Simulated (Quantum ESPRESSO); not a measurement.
Input of a Quantum ESPRESSO 7.5 run:

pw.in

```
&CONTROL
  calculation = 'scf'
  prefix = 'pwscf'
  outdir = './tmp'
  pseudo_dir = './pseudo'
  tprnfor = .true.
  tstress = .true.
  disk_io = 'nowf'
/
&SYSTEM
  ibrav = 0
  nat = 1
  ntyp = 1
  ecutwfc = 55
  ecutrho = 440
  nbnd = 10
  occupations = 'smearing'
  smearing = 'fd'
  degauss = 0.00367493
/
&ELECTRONS
  conv_thr = 2d-10
  electron_maxstep = 120
  mixing_beta = 0.5
/
ATOMIC_SPECIES
Sr    87.6200 Sr_pbe_v1.uspp.F.UPF
CELL_PARAMETERS angstrom
   0.0661010000    3.0195770000    2.9652580000
   3.1346330000    0.0075260000    3.0238330000
   3.1289580000    3.0724770000    0.0132010000
ATOMIC_POSITIONS crystal
Sr    -0.0100020000   -0.0043330000    0.0149740000
K_POINTS automatic
8 8 8 0 0 0
```

Potentials or basis: SSSP 1.3 efficiency PBE.

The run is started by

```sh
$ OMP_NUM_THREADS=1 pw.x -in pw.in > pw.out
```

(1) Predict the pressure.

(2) Estimate the band gap on the k mesh.

## Answers

(1) -0.3 GPa.

(2) none (metal or under the smearing width).
